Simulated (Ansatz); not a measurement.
Predict the output of the script below (the Python package of Ansatz (0.2.0)).

Script `vcrelax_sno.py`:
```python
import ansatz as az
from ase import Atoms
from ase.neighborlist import neighbor_list
import numpy as np

params = {
    "kgrid": (3, 2, 3),
    "occupations": "fixed",
    "extra_bands": 2,
    "force_tol": 0.001,
}

def edges_and_angles(cell):
    cell = np.asarray(cell)
    a, b, c = np.linalg.norm(cell, axis=1)
    cosines = cell[1] @ cell[2] / (b * c), cell[0] @ cell[2] / (a * c), cell[0] @ cell[1] / (a * b)
    return (a, b, c, *np.degrees(np.arccos(cosines)))


def main() -> None:
    xtal = (
        az.Lattice.of((3.355005, 0.0, 0.0), (0.0, 5.674104, 0.0), (0.0, 0.0, 4.22197))
        .atom("Sn", (0.0, 0.231909, 0.513144))
        .atom("Sn", (0.5, 0.768091, 0.013144))
        .atom("O", (0.0, 0.89125, 0.736857))
        .atom("O", (0.5, 0.10875, 0.236857))
    )

    calc = (
        xtal.calculation()
        .functional(az.Functional.LDA)
        .basis(47 * az.Ry)
        .kpoints(*params["kgrid"], shift=0.5)
        .occupations(params["occupations"])
        .scf(extra_bands=params["extra_bands"], lower_state_search="light")
        .relax(force_tolerance=params["force_tol"], max_steps=60, max_displacement=0.1, cell=True)
    )
    steps = []


    def collect(event):
        if event["event"] == "relax_step":
            steps.append(event["data"])


    outcome = calc.session().plan().execute(on_event=collect)
    summary = outcome.report
    for s in steps:
        flag = "" if s["accepted"] else "  (rejected)"
        print("step %2d  E = %.5f eV  largest force component = %.4f eV/A%s" % (s["step"], s["lagrangian_ev"], s["allowed_force_max_ev_ang"], flag))

    first, last = steps[0], steps[-1]
    symbols = [site.symbol for site in outcome.lattice.sites]
    print(f"energy gained {first['lagrangian_ev'] - last['lagrangian_ev']:.4f} eV in {len(steps) - 1} steps")
    for label, vectors in (("before", first["cell_ang"]), ("after", outcome.lattice.cell_ang)):
        print(label, "a b c (A) {:.4f} {:.4f} {:.4f}  angles {:.2f} {:.2f} {:.2f}".format(*edges_and_angles(vectors)), f" V = {abs(np.linalg.det(vectors)):.3f} A^3")
    print("final stress xx yy zz (GPa, compression positive):", np.round(np.diag(summary["stress_gpa"]), 3) + 0.0)

    print("atom   start x y z (A)              end x y z (A)")
    for symbol, a, b in zip(symbols, first["positions_ang"], last["positions_ang"]):
        print(f"{symbol:3s}", " ".join(f"{v:8.4f}" for v in a), "  ", " ".join(f"{v:8.4f}" for v in b))

    final = Atoms(symbols, positions=last["positions_ang"], cell=outcome.lattice.cell_ang, pbc=True)
    i, j, d = neighbor_list("ijd", final, 4.5)
    print("neighbours within 1.2 times the shortest distance of each atom (A)")
    for atom in range(len(final)):
        near = [m for m in np.argsort(d) if i[m] == atom]
        shell = [m for m in near if d[m] < 1.2 * d[near[0]]]
        print(f"{symbols[atom]}{atom} ({len(shell)}):", ", ".join(f"{symbols[j[m]]} {d[m]:.3f}" for m in shell))

    for key in ("converged", "n_iterations", "n_electrons", "n_kpoints", "n_pw", "n_symmetry_ops", "free_energy_ev", "fermi_energy_ev"):
        print(f"{key:18s} {summary[key]}")


if __name__ == "__main__":
    main()
```

```console
$ python vcrelax_sno.py
step  1  E = -12869.30924 eV  largest force component = 0.6682 eV/A
step  2  E = -12869.44113 eV  largest force component = 0.0648 eV/A
step  3  E = -12869.45031 eV  largest force component = 0.0759 eV/A
step  4  E = -12869.45124 eV  largest force component = 0.3227 eV/A
step  5  E = -12869.46871 eV  largest force component = 0.0303 eV/A
step  6  E = -12869.47191 eV  largest force component = 0.0474 eV/A
step  7  E = -12869.47386 eV  largest force component = 0.0328 eV/A
step  8  E = -12869.47417 eV  largest force component = 0.0137 eV/A
step  9  E = -12869.47423 eV  largest force component = 0.0023 eV/A
step 10  E = -12869.47423 eV  largest force component = 0.0009 eV/A
step 11  E = -12869.47378 eV  largest force component = 0.0009 eV/A
energy gained 0.1645 eV in 10 steps
before a b c (A) 3.3550 5.6741 4.2220  angles 90.00 90.00 90.00  V = 80.372 A^3
after a b c (A) 3.2776 5.6233 3.6668  angles 90.00 90.00 90.00  V = 67.582 A^3
final stress xx yy zz (GPa, compression positive): [ 0.014 -0.01  -0.005]
atom   start x y z (A)              end x y z (A)
Sn    0.0000   1.3159   2.1665      0.0000   1.3460   1.9749
Sn    1.6775   4.3582   0.0555      1.6388   4.2773   0.1415
O     0.0000   5.0570   3.1110     -0.0000   4.9405   2.6086
O     1.6775   0.6171   1.0000      1.6388   0.6829   0.7752
neighbours within 1.2 times the shortest distance of each atom (A)
Sn0 (3): O 2.126, O 2.136, O 2.136
Sn1 (3): O 2.126, O 2.136, O 2.136
O2 (3): Sn 2.126, Sn 2.136, Sn 2.136
O3 (3): Sn 2.126, Sn 2.136, Sn 2.136
converged          True
n_iterations       5
n_electrons        40.0
n_kpoints          4
n_pw               2509
n_symmetry_ops     4
free_energy_ev     -12869.473782674078
fermi_energy_ev    8.770258974777274
```

Reading the output:
- The settings weren't tested for convergence.
- With fixed filling the reported Fermi level is the top filled level among the k-points of the SCF.
- Energy and stress may still move on a finer k-point mesh.
- The zero of the levels is a convention of the potentials, so an absolute Fermi energy is no work function.
- Energies along a relaxation are free energies. Rows at an unchanged volume are solved on a plane-wave basis chosen afresh for that cell, so the energy can jump there; the script counts such rows among its steps.
- The structure is layered, and without a dispersion term the spacing of the layers is poorly determined.
- This cell is a computed structure, which may not be the phase found in nature.
- Run time: 13 s on 1 thread of Arm Neoverse V2 (shared host), peak memory 0.41 GiB.
